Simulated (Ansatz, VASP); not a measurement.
**BN in VASP and in Ansatz**

The input INCAR:

```
ALGO = Normal
EDIFF = 1E-6
ENCUT = 520
GGA = PE
ISIF = 2
ISMEAR = 0
LASPH = True
LCHARG = False
LREAL = False
LWAVE = False
NBANDS = 16
NELM = 100
PREC = Accurate
SIGMA = 0.05
```

Contents of KPOINTS:

```
k-points
0
Gamma
  12 12 6
```

The input POSCAR:

```
BN
1.0
    2.5546214127      0.0000000000      0.0000000000
   -1.2773107064      2.2123670404      0.0000000000
    0.0000000000      0.0000000000      4.2245494600
B N
2 2
Direct
    0.6666666667      0.3333333333      0.9927050963
    0.3333333333      0.6666666667      0.5069077943
    0.6666666667      0.3333333333      0.6215883171
    0.3333333333      0.6666666667      0.1287987923
```

Input for Ansatz:

```yaml
crystal:
  lattice:
    - [2.5546214127, 0.0, 0.0]
    - [-1.2773107064, 2.2123670404, 0.0]
    - [0.0, 0.0, 4.22454946]
  atoms:
    - { symbol: B, position: [0.6666666667, 0.3333333333, 0.9927050963] }
    - { symbol: B, position: [0.3333333333, 0.6666666667, 0.5069077943] }
    - { symbol: "N", position: [0.6666666667, 0.3333333333, 0.6215883171] }
    - { symbol: "N", position: [0.3333333333, 0.6666666667, 0.1287987923] }
basis:
  ecutwfc: 520.0
kpoints:
  mp_grid: { grid: [12, 12, 6] }
hamiltonian:
  xc: pbe
scf:
  occupations: { method: gaussian, width: 0.05 }
output:
  forces: true
  stress: true
  eigenvalues: true
```

Change from the starting cell: mode 4 frozen in at +0.000 Å and mode 12 at -0.030 Å (largest displacements).

Alike in both runs: task single point; functional PBE; k mesh 12 × 12 × 6; occupations gaussian, width 0.05 eV; no spin polarisation.

```csv
,VASP,Ansatz
version,VASP 6.6.1,Ansatz 0.2.0
potentials or method,"VASP PAW PBE potentials, release 64 (B, N)","scalar-relativistic, plane waves, PAW"
plane-wave cutoff (eV),520,520
valence electrons in the cell,16,16
```

|  | VASP | Ansatz | Ansatz less VASP |
| --- | --- | --- | --- |
| gap on the k mesh at the Fermi level (eV) | 5.11 | 5.13 | +0.015 |
| least direct gap on the mesh (eV) | 8.15 | 8.16 | +0.007 |
| pressure (GPa) | 0.4 | 0.2 | -0.22 |
| largest component of the traceless stress (GPa) | 0.47 | 0.45 | -0.014 |
| rms of the force components (eV/Å) | 0.717 | 0.717 | -0.0006 |

Atom by atom the forces differ by 0.002 eV/Å (rms over components). With one functional, cell and mesh, what is left measures potentials, basis and numerics.

Caveats: forces of over 1 eV/Å show positions far from the minimum, so gaps and moduli don't describe the material at rest. A k mesh can miss the band edges.
